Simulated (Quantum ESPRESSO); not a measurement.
# TePb (Fm-3m) in Quantum ESPRESSO: a series of runs

Runs on TePb. Level: PBE. Tasks: band structure.

All numbers are computed with Quantum ESPRESSO 7.5; they aren't measurements. Logs are shortened: lines on timing, memory, paths and dates and some standing lists are left out, and cuts for length are marked.

**What was measured.**

A printed reference work, monograph reports, for a bulk crystal of TePb at 4.2 K: band gap 0.19 eV (direct).

How close the calculation comes is told below.

## 1. The structure

The structure is cubic, space group Fm-3m (No. 225). The conventional cell has a = 6.462 Å, b = 6.462 Å, c = 6.462 Å, α = 90.00°, β = 90.00°, γ = 90.00°. Pb (site symmetry m-3m) is surrounded by 6 Te at 3.23 Å. Te (site symmetry m-3m) is surrounded by 6 Pb at 3.23 Å.

## 2. Band structure, PBE

The input, pw.in:

```
&CONTROL
  calculation = 'scf'
  prefix = 'pwscf'
  outdir = './tmp'
  pseudo_dir = './pseudo'
  tprnfor = .true.
  tstress = .true.
  disk_io = 'low'
/
&SYSTEM
  ibrav = 0
  nat = 2
  ntyp = 2
  ecutwfc = 70
  nbnd = 22
  occupations = 'smearing'
  smearing = 'fd'
  degauss = 0.00367493
/
&ELECTRONS
  conv_thr = 4d-10
  electron_maxstep = 120
  mixing_beta = 0.5
/
ATOMIC_SPECIES
Pb   207.2000 Pb_ONCV_PBE-1.2.upf
Te   127.6000 Te_ONCV_PBE-1.2.upf
CELL_PARAMETERS angstrom
   0.0000000000    3.2310000000    3.2310000000
   3.2310000000    0.0000000000    3.2310000000
   3.2310000000    3.2310000000    0.0000000000
ATOMIC_POSITIONS angstrom
Pb     0.0000000000    0.0000000000    0.0000000000
Te     3.2310000000    3.2310000000    3.2310000000
K_POINTS automatic
7 7 7 0 0 0
```

The input, bands.in:

```
&CONTROL
  calculation = 'bands'
  prefix = 'pwscf'
  outdir = './tmp'
  pseudo_dir = './pseudo'
  disk_io = 'low'
  verbosity = 'high'
/
&SYSTEM
  ibrav = 0
  nat = 2
  ntyp = 2
  ecutwfc = 70
  nbnd = 22
  occupations = 'smearing'
  smearing = 'fd'
  degauss = 0.00367493
/
&ELECTRONS
  conv_thr = 1d-08
  electron_maxstep = 120
  mixing_beta = 0.5
  diago_full_acc = .true.
  startingwfc = 'random'
/
ATOMIC_SPECIES
Pb   207.2000 Pb_ONCV_PBE-1.2.upf
Te   127.6000 Te_ONCV_PBE-1.2.upf
CELL_PARAMETERS angstrom
   0.0000000000    3.2310000000    3.2310000000
   3.2310000000    0.0000000000    3.2310000000
   3.2310000000    3.2310000000    0.0000000000
ATOMIC_POSITIONS angstrom
Pb     0.0000000000    0.0000000000    0.0000000000
Te     3.2310000000    3.2310000000    3.2310000000
K_POINTS crystal
60
 0.0000000000  0.0000000000  0.0000000000 1
 0.0625000000  0.0000000000  0.0625000000 1
 0.1250000000  0.0000000000  0.1250000000 1
 0.1875000000  0.0000000000  0.1875000000 1
 0.2500000000  0.0000000000  0.2500000000 1
 0.3125000000  0.0000000000  0.3125000000 1
 0.3750000000  0.0000000000  0.3750000000 1
 0.4375000000  0.0000000000  0.4375000000 1
 0.5000000000  0.0000000000  0.5000000000 1
 0.5000000000  0.0625000000  0.5625000000 1
 0.5000000000  0.1250000000  0.6250000000 1
 0.5000000000  0.1875000000  0.6875000000 1
 0.5000000000  0.2500000000  0.7500000000 1
 0.4375000000  0.3125000000  0.7500000000 1
 0.3750000000  0.3750000000  0.7500000000 1
 0.3375000000  0.3375000000  0.6750000000 1
 0.3000000000  0.3000000000  0.6000000000 1
 0.2625000000  0.2625000000  0.5250000000 1
 0.2250000000  0.2250000000  0.4500000000 1
 0.1875000000  0.1875000000  0.3750000000 1
 0.1500000000  0.1500000000  0.3000000000 1
 0.1125000000  0.1125000000  0.2250000000 1
 0.0750000000  0.0750000000  0.1500000000 1
 0.0375000000  0.0375000000  0.0750000000 1
 0.0000000000  0.0000000000  0.0000000000 1
 0.0625000000  0.0625000000  0.0625000000 1
 0.1250000000  0.1250000000  0.1250000000 1
 0.1875000000  0.1875000000  0.1875000000 1
 0.2500000000  0.2500000000  0.2500000000 1
 0.3125000000  0.3125000000  0.3125000000 1
 0.3750000000  0.3750000000  0.3750000000 1
 0.4375000000  0.4375000000  0.4375000000 1
 0.5000000000  0.5000000000  0.5000000000 1
 0.5250000000  0.4500000000  0.5250000000 1
 0.5500000000  0.4000000000  0.5500000000 1
 0.5750000000  0.3500000000  0.5750000000 1
 0.6000000000  0.3000000000  0.6000000000 1
 0.6250000000  0.2500000000  0.6250000000 1
 0.5833333333  0.2500000000  0.6666666667 1
 0.5416666667  0.2500000000  0.7083333333 1
 0.5000000000  0.2500000000  0.7500000000 1
 0.5000000000  0.2857142857  0.7142857143 1
 0.5000000000  0.3214285714  0.6785714286 1
 0.5000000000  0.3571428571  0.6428571429 1
 0.5000000000  0.3928571429  0.6071428571 1
 0.5000000000  0.4285714286  0.5714285714 1
 0.5000000000  0.4642857143  0.5357142857 1
 0.5000000000  0.5000000000  0.5000000000 1
 0.4821428571  0.4821428571  0.5357142857 1
 0.4642857143  0.4642857143  0.5714285714 1
 0.4464285714  0.4464285714  0.6071428571 1
 0.4285714286  0.4285714286  0.6428571429 1
 0.4107142857  0.4107142857  0.6785714286 1
 0.3928571429  0.3928571429  0.7142857143 1
 0.3750000000  0.3750000000  0.7500000000 1
 0.6250000000  0.2500000000  0.6250000000 1
 0.5937500000  0.1875000000  0.5937500000 1
 0.5625000000  0.1250000000  0.5625000000 1
 0.5312500000  0.0625000000  0.5312500000 1
 0.5000000000  0.0000000000  0.5000000000 1
```

Potentials or basis: SG15 PBE 1.2.

Command:

```console
$ OMP_NUM_THREADS=1 pw.x -in pw.in > pw.out
$ OMP_NUM_THREADS=1 pw.x -in bands.in > bands.out
```

pw.out:

```text
This program is part of the open-source Quantum ESPRESSO suite
     for quantum simulation of materials; please cite
[... 9 lines left out ...]
     --------------------
     sticks:   dense  smooth     PW     G-vecs:    dense   smooth      PW
     Sum        1417    1417    421                35845    35845    5601

     Using Slab Decomposition

     bravais-lattice index     =            0
     lattice parameter (alat)  =       8.6348  a.u.
     unit-cell volume          =     455.2369 (a.u.)^3
     number of atoms/cell      =            2
     number of atomic types    =            2
     number of electrons       =        30.00
     number of Kohn-Sham states=           22
     kinetic-energy cutoff     =      70.0000  Ry
     charge density cutoff     =     280.0000  Ry
     scf convergence threshold =      4.0E-10
     mixing beta               =       0.5000
     number of iterations used =            8  plain     mixing
     Exchange-correlation= PBE
                           (   1   4   3   4   0   0   0)

     celldm(1)=   8.634771  celldm(2)=   0.000000  celldm(3)=   0.000000
     celldm(4)=   0.000000  celldm(5)=   0.000000  celldm(6)=   0.000000

     crystal axes: (cart. coord. in units of alat)
               a(1) = (   0.000000   0.707107   0.707107 )
               a(2) = (   0.707107   0.000000   0.707107 )
               a(3) = (   0.707107   0.707107   0.000000 )

     reciprocal axes: (cart. coord. in units 2 pi/alat)
               b(1) = ( -0.707107  0.707107  0.707107 )
               b(2) = (  0.707107 -0.707107  0.707107 )
               b(3) = (  0.707107  0.707107 -0.707107 )

     PseudoPot. # 1 for Pb read from file:
     Pb_ONCV_PBE-1.2.upf
     Pseudo is Norm-conserving, Zval = 14.0
     Generated using ONCVPSP code by D. R. Hamann
     Using radial grid of  602 points,  8 beta functions with:
                l(1) =   0
                l(2) =   0
                l(3) =   1
                l(4) =   1
                l(5) =   2
                l(6) =   2
                l(7) =   3
                l(8) =   3

     PseudoPot. # 2 for Te read from file:
     Te_ONCV_PBE-1.2.upf
     Pseudo is Norm-conserving, Zval = 16.0
     Generated using ONCVPSP code by D. R. Hamann
     Using radial grid of  602 points,  6 beta functions with:
                l(1) =   0
                l(2) =   0
                l(3) =   1
                l(4) =   1
                l(5) =   2
                l(6) =   2

     atomic species   valence    mass     pseudopotential
     Pb               14.00   207.20000     Pb( 1.00)
     Te               16.00   127.60000     Te( 1.00)

     48 Sym. Ops., with inversion, found

   Cartesian axes

     site n.     atom                  positions (alat units)
         1        Pb     tau(   1) = (   0.0000000   0.0000000   0.0000000  )
         2        Te     tau(   2) = (   0.7071068   0.7071068   0.7071068  )

     number of k points=    20  Fermi-Dirac smearing, width (Ry)=  0.0037
                       cart. coord. in units 2pi/alat
        k(    1) = (   0.0000000   0.0000000   0.0000000), wk =   0.0058309
        k(    2) = (   0.1010153   0.1010153  -0.1010153), wk =   0.0466472
        k(    3) = (   0.2020305   0.2020305  -0.2020305), wk =   0.0466472
        k(    4) = (   0.3030458   0.3030458  -0.3030458), wk =   0.0466472
        k(    5) = (   0.2020305  -0.0000000   0.0000000), wk =   0.0349854
        k(    6) = (   0.3030458   0.1010153  -0.1010153), wk =   0.1399417
[... 12 lines left out ...]
        k(   19) = (  -0.1010153  -0.5050763   0.7071068), wk =   0.1399417
        k(   20) = (   0.0000000  -0.4040610   0.6060915), wk =   0.1399417

     Dense  grid:    35845 G-vectors     FFT dimensions: (  45,  45,  45)

     Initial potential from superposition of free atoms

     starting charge      29.8591, renormalised to      30.0000
     Starting wfcs are random

     Self-consistent Calculation

     iteration #  1     ecut=    70.00 Ry     beta= 0.50
     Davidson diagonalization with overlap
     ethr =  1.00E-02,  avg # of iterations =  8.3

     Threshold (ethr) on eigenvalues was too large:
     Diagonalizing with lowered threshold

     Davidson diagonalization with overlap
     ethr =  1.20E-04,  avg # of iterations =  5.2

     total energy              =    -287.72804674 Ry
     estimated scf accuracy    <       0.03001739 Ry

     iteration #  2     ecut=    70.00 Ry     beta= 0.50
     Davidson diagonalization with overlap
     ethr =  1.00E-04,  avg # of iterations =  2.0

     total energy              =    -287.73395438 Ry
     estimated scf accuracy    <       0.00232887 Ry

     iteration #  3     ecut=    70.00 Ry     beta= 0.50
     Davidson diagonalization with overlap
     ethr =  7.76E-06,  avg # of iterations =  4.5

     total energy              =    -287.73436319 Ry
     estimated scf accuracy    <       0.00041556 Ry
[... 26 lines left out ...]
     total energy              =    -287.73439993 Ry
     estimated scf accuracy    <          2.1E-09 Ry

     iteration #  8     ecut=    70.00 Ry     beta= 0.50
     Davidson diagonalization with overlap
     ethr =  7.01E-12,  avg # of iterations =  2.0

     total energy              =    -287.73439993 Ry
     estimated scf accuracy    <          4.1E-10 Ry

     iteration #  9     ecut=    70.00 Ry     beta= 0.50
     Davidson diagonalization with overlap
     ethr =  1.38E-12,  avg # of iterations =  1.5

     End of self-consistent calculation

          k = 0.0000 0.0000 0.0000 (  4573 PWs)   bands (ev):

   -26.4082 -26.4082 -26.4020 -26.4020 -26.4020  -6.9355  -6.9355  -6.9272
    -6.9272  -6.9272  -2.2273   4.1918   8.4487   8.4487   8.4487  13.8936
    13.8936  13.8936  15.6216  15.6216  15.6216  17.2236

          k = 0.1010 0.1010-0.1010 (  4510 PWs)   bands (ev):

   -26.4082 -26.4082 -26.4020 -26.4019 -26.4019  -6.9381  -6.9381  -6.9267
    -6.9243  -6.9243  -2.0532   3.6378   8.5008   8.5008   8.7525  12.9381
    13.1463  13.1463  15.4685  16.0064  16.0064  18.5035

          k = 0.2020 0.2020-0.2020 (  4531 PWs)   bands (ev):

   -26.4081 -26.4081 -26.4019 -26.4017 -26.4017  -6.9449  -6.9449  -6.9257
    -6.9170  -6.9170  -1.5614   2.4726   8.6613   8.6613   9.2613  11.6236
    11.9792  11.9792  16.0270  17.0467  17.0467  20.5844

          k = 0.3030 0.3030-0.3030 (  4494 PWs)   bands (ev):

   -26.4081 -26.4081 -26.4018 -26.4016 -26.4016  -6.9505  -6.9505  -6.9251
    -6.9109  -6.9109  -0.9366   1.4093   8.8658   8.8658   9.6922  10.7024
    11.1857  11.1857  17.5335  18.5875  18.5875  19.8489

          k = 0.2020-0.0000 0.0000 (  4512 PWs)   bands (ev):

   -26.4082 -26.4081 -26.4021 -26.4018 -26.4018  -6.9441  -6.9334  -6.9290
    -6.9226  -6.9226  -1.9955   3.5801   8.1191   8.1191   9.3863  11.7673
    13.9546  13.9546  14.6519  16.6595  16.6595  17.7897

          k = 0.3030 0.1010-0.1010 (  4523 PWs)   bands (ev):

   -26.4082 -26.4081 -26.4020 -26.4017 -26.4017  -6.9534  -6.9359  -6.9287
    -6.9179  -6.9157  -1.6112   2.8057   7.9611   8.0435   9.1177  11.5840
    13.2965  13.4342  14.7163  17.4663  17.7275  19.1622

          k = 0.4041 0.2020-0.2020 (  4513 PWs)   bands (ev):

   -26.4082 -26.4080 -26.4019 -26.4016 -26.4015  -6.9591  -6.9428  -6.9254
    -6.9141  -6.9096  -1.0146   1.7870   7.9934   8.1060   8.5822  11.9125
    12.4474  12.5772  15.7002  18.7936  19.1679  19.8161

          k =-0.2020-0.4041 0.4041 (  4498 PWs)   bands (ev):

   -26.4081 -26.4080 -26.4017 -26.4016 -26.4015  -6.9573  -6.9480  -6.9228
    -6.9125  -6.9098  -0.7217   1.3495   7.5087   8.5297   8.9871  11.4066
    11.6305  12.9937  17.2769  18.0220  18.4592  20.3760

          k =-0.1010-0.3030 0.3030 (  4522 PWs)   bands (ev):

   -26.4081 -26.4081 -26.4018 -26.4017 -26.4016  -6.9491  -6.9482  -6.9238
    -6.9157  -6.9137  -1.2183   2.0475   7.3769   8.9740   9.5755  11.0241
    11.3111  13.6363  16.1981  16.9499  19.2416  19.4941

          k =-0.0000-0.2020 0.2020 (  4519 PWs)   bands (ev):

   -26.4081 -26.4081 -26.4019 -26.4018 -26.4017  -6.9438  -6.9404  -6.9262
    -6.9221  -6.9184  -1.7723   3.0102   7.7557   8.9161   9.4137  11.6509
    11.9255  13.8862  15.5916  16.0976  17.4769  18.1652

          k = 0.4041-0.0000 0.0000 (  4528 PWs)   bands (ev):

   -26.4083 -26.4080 -26.4021 -26.4015 -26.4015  -6.9692  -6.9331  -6.9287
    -6.9120  -6.9120  -1.3598   2.7842   7.4872   7.4872   7.7383  13.0881
    13.6676  14.4800  14.4800  18.5376  18.7312  18.9341

          k = 0.5051 0.1010-0.1010 (  4498 PWs)   bands (ev):

   -26.4083 -26.4079 -26.4021 -26.4014 -26.4013  -6.9790  -6.9322  -6.9309
    -6.9085  -6.9066  -0.9000   2.2671   6.6300   7.3907   7.5093  13.5480
    14.1254  14.2218  14.5800  19.5175  19.9741  20.1216

          k =-0.1010-0.5051 0.5051 (  4484 PWs)   bands (ev):

   -26.4083 -26.4079 -26.4019 -26.4014 -26.4013  -6.9756  -6.9379  -6.9257
    -6.9109  -6.9064  -0.5293   1.6834   6.1205   7.7006   7.9624  12.9578
    13.1142  15.0397  15.3439  18.4025  18.8782  20.9163

          k = 0.0000-0.4041 0.4041 (  4502 PWs)   bands (ev):

   -26.4082 -26.4080 -26.4017 -26.4016 -26.4015  -6.9624  -6.9450  -6.9176
    -6.9176  -6.9111  -0.7235   1.6724   6.3656   8.3534   8.7269  11.9697
    12.0177  14.7916  17.2179  17.3419  17.5435  19.6104

          k = 0.6061-0.0000 0.0000 (  4488 PWs)   bands (ev):

   -26.4085 -26.4079 -26.4022 -26.4012 -26.4012  -6.9943  -6.9365  -6.9250
    -6.9029  -6.9029  -0.6702   2.5010   5.6417   7.0558   7.0558  13.1621
    15.1569  15.1569  15.9142  19.7427  19.9226  21.3271

          k =-0.0000-0.6061 0.6061 (  4478 PWs)   bands (ev):

   -26.4084 -26.4079 -26.4021 -26.4012 -26.4012  -6.9926  -6.9338  -6.9282
    -6.9040  -6.9027  -0.5022   2.2208   5.4261   7.1640   7.2622  13.4787
    14.5712  14.7693  16.2190  19.7412  19.9806  20.9417

          k = 0.4041 0.2020 0.0000 (  4505 PWs)   bands (ev):

   -26.4082 -26.4080 -26.4020 -26.4015 -26.4015  -6.9632  -6.9374  -6.9280
    -6.9124  -6.9123  -1.1713   2.2642   7.0836   7.9041   8.6929  12.1519
    12.7528  14.0783  15.2312  18.2035  18.7837  19.6318

          k =-0.2020-0.4041 0.6061 (  4487 PWs)   bands (ev):

   -26.4082 -26.4080 -26.4018 -26.4016 -26.4014  -6.9679  -6.9418  -6.9227
    -6.9148  -6.9072  -0.6621   1.6581   6.7492   7.1052   9.2450  11.3436
    13.6003  14.2808  15.9672  17.6572  19.2841  20.2936

          k =-0.1010-0.5051 0.7071 (  4512 PWs)   bands (ev):

   -26.4084 -26.4079 -26.4020 -26.4014 -26.4012  -6.9847  -6.9324  -6.9303
    -6.9090  -6.9029  -0.5589   2.0461   5.8817   6.6363   8.2482  12.9432
    13.9287  15.4524  15.5903  18.4497  20.0955  20.9320

          k = 0.0000-0.4041 0.6061 (  4490 PWs)   bands (ev):

   -26.4083 -26.4079 -26.4018 -26.4016 -26.4012  -6.9783  -6.9381  -6.9228
    -6.9159  -6.9030  -0.4296   1.7607   5.8998   6.5281   9.1165  11.7412
    14.5054  15.3121  15.9573  17.1541  20.2386  20.7166

     the Fermi energy is    10.2037 ev

!    total energy              =    -287.73439993 Ry
     estimated scf accuracy    <          9.5E-11 Ry
     smearing contrib. (-TS)   =      -0.00000018 Ry
     internal energy E=F+TS    =    -287.73439975 Ry

     The total energy is F=E-TS. E is the sum of the following terms:
     one-electron contribution =    -112.43445983 Ry
     hartree contribution      =      66.93096668 Ry
     xc contribution           =     -32.54521556 Ry
     ewald contribution        =    -209.68569103 Ry

     convergence has been achieved in   9 iterations

     Forces acting on atoms (cartesian axes, Ry/au):

     atom    1 type  1   force =     0.00000000    0.00000000    0.00000000
     atom    2 type  2   force =     0.00000000    0.00000000    0.00000000

     Total force =     0.000000     Total SCF correction =     0.000000

     Computing stress (Cartesian axis) and pressure

          total   stress  (Ry/bohr**3)                   (kbar)     P=       21.32
   0.00014495  -0.00000000  -0.00000000           21.32       -0.00       -0.00
  -0.00000000   0.00014495  -0.00000000           -0.00       21.32       -0.00
  -0.00000000  -0.00000000   0.00014495           -0.00       -0.00       21.32

=------------------------------------------------------------------------------=
   JOB DONE.
=------------------------------------------------------------------------------=
```

Wall time 2.1 min (1 thread of Arm Neoverse V1, shared host); peak memory 0.13 GiB.

What came out:

| Quantity | Value |
| --- | --- |
| Free energy | -3914.8259 eV |
| Pressure | 2.1 GPa |
| Band gap along the path | 0.73 eV, direct |

Levels at the corners of the path, in eV from the Fermi level:
| point | band 13 | band 14 | band 15 | band 16 | band 17 | band 18 |
| --- | --- | --- | --- | --- | --- | --- |
| Γ | -1.75 | -1.75 | -1.75 | 3.69 | 3.69 | 3.69 |
| X | -4.90 | -3.21 | -3.21 | 2.89 | 5.08 | 5.08 |
| W | -4.19 | -4.19 | -0.77 | 1.27 | 4.82 | 4.82 |
| K | -4.52 | -2.71 | -2.49 | 3.17 | 3.38 | 4.75 |
| Γ | -1.75 | -1.75 | -1.75 | 3.69 | 3.69 | 3.69 |
| L | -1.30 | -1.30 | -0.41 | 0.33 | 0.87 | 0.87 |
| U | -4.52 | -2.71 | -2.49 | 3.17 | 3.38 | 4.75 |
| W | -4.19 | -4.19 | -0.77 | 1.27 | 4.82 | 4.82 |
| L | -1.30 | -1.30 | -0.41 | 0.33 | 0.87 | 0.87 |
| K | -4.52 | -2.71 | -2.49 | 3.17 | 3.38 | 4.75 |
| U | -4.52 | -2.71 | -2.49 | 3.17 | 3.38 | 4.75 |
| X | -4.90 | -3.21 | -3.21 | 2.89 | 5.08 | 5.08 |

Caveat: this odd mesh misses L, where the gap lies, so gap, dielectric constants and Born charges aren't listed; spin-orbit coupling is left out, which moves the levels of the heavy elements.

## 3. Band structure, PBE

pw.in: that of step 2 with these lines changed.

```diff
@@ -25,4 +25,4 @@
 ATOMIC_SPECIES
-Pb   207.2000 Pb_ONCV_PBE-1.2.upf
-Te   127.6000 Te_ONCV_PBE-1.2.upf
+Pb   207.2000 82_Pb_14_3.0_3.1_pbe_n_v1.0.upf
+Te   127.6000 52_Te_16_2.3_2.3_pbe_n_v1.0.upf
 CELL_PARAMETERS angstrom
```

bands.in: that of step 2 with these lines changed.

```diff
@@ -26,4 +26,4 @@
 ATOMIC_SPECIES
-Pb   207.2000 Pb_ONCV_PBE-1.2.upf
-Te   127.6000 Te_ONCV_PBE-1.2.upf
+Pb   207.2000 82_Pb_14_3.0_3.1_pbe_n_v1.0.upf
+Te   127.6000 52_Te_16_2.3_2.3_pbe_n_v1.0.upf
 CELL_PARAMETERS angstrom
```

Potentials or basis: SPMS 1.0 PBE.

Command:

```console
$ OMP_NUM_THREADS=1 pw.x -in pw.in > pw.out
$ OMP_NUM_THREADS=1 pw.x -in bands.in > bands.out
```

Wall time 2.1 min (1 thread of Arm Neoverse V1, shared host); peak memory 0.13 GiB.

Results (log left out):

```yaml
Free_energy: -4417.2999 eV
Pressure: 2.1 GPa
Band_gap_along_the_path: 0.74 eV, direct
```

Levels at the corners of the path, in eV from the Fermi level:
```
point  band 13  band 14  band 15  band 16  band 17  band 18
    Γ    -1.75    -1.75    -1.75     3.69     3.69     3.69
    X    -4.90    -3.20    -3.20     2.90     5.08     5.08
    W    -4.19    -4.19    -0.77     1.27     4.83     4.83
    K    -4.52    -2.70    -2.48     3.17     3.38     4.75
    Γ    -1.75    -1.75    -1.75     3.69     3.69     3.69
    L    -1.29    -1.29    -0.41     0.33     0.87     0.87
    U    -4.52    -2.70    -2.48     3.17     3.38     4.75
    W    -4.19    -4.19    -0.77     1.27     4.83     4.83
    L    -1.29    -1.29    -0.41     0.33     0.87     0.87
    K    -4.52    -2.70    -2.48     3.17     3.38     4.75
    U    -4.52    -2.70    -2.48     3.17     3.38     4.75
    X    -4.90    -3.20    -3.20     2.90     5.08     5.08
```

Caveat: this odd mesh misses L, where the gap lies, so gap, dielectric constants and Born charges aren't listed; spin-orbit coupling is left out, which moves the levels of the heavy elements.

## 4. Against experiment

Step 2. Measured gap of TePb: 0.19 eV (direct; 4.2 K; a printed reference work, monograph). This calculation gives 0.73 eV (+0.54 eV). Spin-orbit coupling on Pb, Te is left out. The value is that of PBE, without temperature or zero-point motion.

Step 3. A measured gap of TePb is 0.19 eV (direct; 4.2 K; a printed reference work, monograph); the calculated 0.74 eV misses it by +0.55 eV. Spin-orbit coupling on Pb, Te is left out. The value is that of PBE, without temperature or zero-point motion.
